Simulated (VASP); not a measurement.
# A VASP 6.6.1 single-point calculation on GaSb

INCAR

```
NBANDS = 16
MAGMOM = 0.5 0.5
GGA = PE
ISPIN = 2
EDIFF = 1E-7
NSW = 0
LCHARG = .FALSE.
ALGO = Fast
ENCUT = 520
NELECT = 18.1
LWAVE = .FALSE.
SIGMA = 0.02
LASPH = .TRUE.
NELM = 71
ISMEAR = -1
ISIF = 2
IBRION = -1
PREC = Accurate
LREAL = .FALSE.
```

KPOINTS

```
KPOINTS created by Atomic Simulation Environment
0
Gamma
8 8 8
0 0 0
```

POSCAR

```
Ga Sb
 1.0000000000000000
     0.0000000000000000    3.1796291490000002    3.0658848221000001
     3.0658848221000001    0.0000000000000000    3.0658848221000001
     3.0658848221000001    3.1796291490000002    0.0000000000000000
 Ga  Sb
   1   1
Cartesian
  0.0000000000000000  0.0000000000000000  0.0000000000000000
  1.5329424110500001  1.5898145745000001  1.5329424110500001
```

The recommended PBE PAW datasets give the neutral cell 18 valence electrons.

Command

```
mpirun -np 1 vasp_std
```

OSZICAR

```
N       E                     dE             d eps       ncg     rms          rms(c)
DAV:   1     0.833491192525E+02    0.83349E+02   -0.82751E+03  3840   0.133E+03
DAV:   2    -0.415407918847E+00   -0.83765E+02   -0.80761E+02  4528   0.297E+02
DAV:   3    -0.672613754069E+01   -0.63107E+01   -0.62941E+01  4528   0.649E+01
DAV:   4    -0.683900258429E+01   -0.11287E+00   -0.11285E+00  4848   0.974E+00
DAV:   5    -0.684164127010E+01   -0.26387E-02   -0.26387E-02  4920   0.131E+00    0.445E+00
RMM:   6    -0.686542512805E+01   -0.23784E-01   -0.71228E-02  4949   0.232E+00    0.220E+00
RMM:   7    -0.686175410544E+01    0.36710E-02   -0.26598E-02  5089   0.131E+00    0.126E+00
RMM:   8    -0.686084395500E+01    0.91015E-03   -0.17021E-02  5182   0.904E-01    0.233E-01
RMM:   9    -0.686178371565E+01   -0.93976E-03   -0.33809E-03  5592   0.418E-01    0.939E-02
RMM:  10    -0.686205518577E+01   -0.27147E-03   -0.57408E-04  5743   0.186E-01    0.457E-02
RMM:  11    -0.686217240201E+01   -0.11722E-03   -0.15171E-04  5464   0.106E-01    0.220E-02
RMM:  12    -0.686220651364E+01   -0.34112E-04   -0.70650E-05  5482   0.647E-02    0.718E-03
RMM:  13    -0.686221154531E+01   -0.50317E-05   -0.22223E-05  5436   0.321E-02    0.463E-03
RMM:  14    -0.686221258909E+01   -0.10438E-05   -0.65889E-06  5315   0.170E-02    0.174E-03
RMM:  15    -0.686221275556E+01   -0.16647E-06   -0.12398E-06  4804   0.810E-03    0.629E-04
RMM:  16    -0.686221283692E+01   -0.81355E-07   -0.20815E-07  4012   0.430E-03
   1 F= -.68622128E+01 E0= -.68619589E+01  d E =-.507790E-03  mag=    -0.0000
```

Standard output (part)

```
POSCAR found type information on POSCAR GaSb
 POSCAR found :  2 types and       2 ions
 LDA part: xc-table for (Slater+PW92), standard interpolation
 POSCAR, INCAR and KPOINTS ok, starting setup
 WAVECAR not read
 entering main loop
 the old and the new charge density differ
    0.445E+00
WARNING in EDDRMM: call to ZHEGV failed, returncode =   8  4     15
```

It converged. Results: pressure 3.3 GPa; magnetic moment of the cell 0.00 μB.

The cell is charged and sits in a uniform background.

For comparison, a separate PBE run of the intended cell, on usual settings and not on those above, gives a gap of 0.00 eV on its mesh and a pressure of 0.2 GPa.

The run above took about 1.9 min on one core of a shared host (Intel Xeon Platinum 8488C) and held 0.28 GiB at most.
